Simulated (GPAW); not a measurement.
Runs of GPAW 26.7.0 on MoSe2. It takes space group P6_3/mmc (No. 194, hexagonal). The conventional cell has a = 3.288 Å, b = 3.288 Å, c = 12.900 Å, α = 90.00°, β = 90.00°, γ = 120.00°. Around Mo (site symmetry -6m2) lie 6 Se at 2.49 Å. Se (site symmetry 3m) is surrounded by 3 Mo at 2.49 Å. 

```csv
task,level,potentials or basis,spin,cell,k mesh,cutoff (eV),maxiter,band path,band points,spin axis theta (degrees),spin axis phi (degrees),other keys,mesh quality,gap on the mesh (eV),pressure (GPa),largest force (eV/Å)
band structure,vdW-DF,"GPAW PAW data sets (gpaw-data 1.2.1), pw","SOC, no magnetisation",as given,6 × 6 × 2,600,150,"GMKGALHA,LM,KH",60,54.7,45,-,coarse,(b),-,1.71
single point,PBE,"GPAW PAW data sets (gpaw-data 1.2.1), pw",off,as given,7 × 7 × 2,600,100,-,-,-,-,"several, not listed",not flagged,1.02,8.0,1.10
band structure,mBEEF,"GPAW PAW data sets (gpaw-data 1.2.1), pw","SOC, no magnetisation",as given,6 × 6 × 2,600,150,"GMKGALHA,LM,KH",60,0,0,-,coarse,0.98,4.3,0.39
band structure,LDA,"PAW data sets generated in the run's folder for this functional, pw",off,as given,6 × 6 × 2,600,150,"GMKGALHA,LM,KH",60,-,-,-,coarse,(c),0.3,(a)
single point,PBE,"GPAW PAW data sets (gpaw-data 1.2.1), pw",off,as given,6 × 6 × 2,900,100,-,-,-,-,"several, not listed",coarse,0.87,8.0,1.10
relaxation of cell and atoms,RPBE+D3(BJ),"the program's PAW data sets (release 1.2.1) made for this functional, pw",off,relaxed,6 × 6 × 2,600,150,-,-,-,-,-,coarse,0.12,0.0,-
single point,PBE,"GPAW PAW data sets (gpaw-data 1.2.1), pw",off,as given,6 × 6 × 2,1200,75,-,-,-,-,"several, not listed",coarse,0.87,8.0,1.10
```

Alike in all rows: smearing fermi-dirac 0.05 eV.

Q: Estimate the missing entries.

A: (a) 0.55; (b) 0.83; (c) 0.82.

Caveats: the cell's inner coordinates are idealised or old, which leaves forces on the atoms (some runs); this functional lacks dispersion, which binds the layers, so the pressure and a relaxed spacing across them are unreliable (some runs); spin-orbit coupling was added after a scalar SCF, so levels and gaps hold it while energy, forces, pressure and moments don't (some runs); this program's spin-orbit splittings come out too wide for heavy elements (some runs); the PAW data sets were made with another functional, which shifts forces and pressure a little (some runs); an odd mesh through Γ misses points on the zone boundary, where band edges often lie (some runs); later steps reuse the first step's grids (some runs).

A k mesh can miss the band edges, and rows without SOC leave out spin-orbit coupling on Mo, Se.
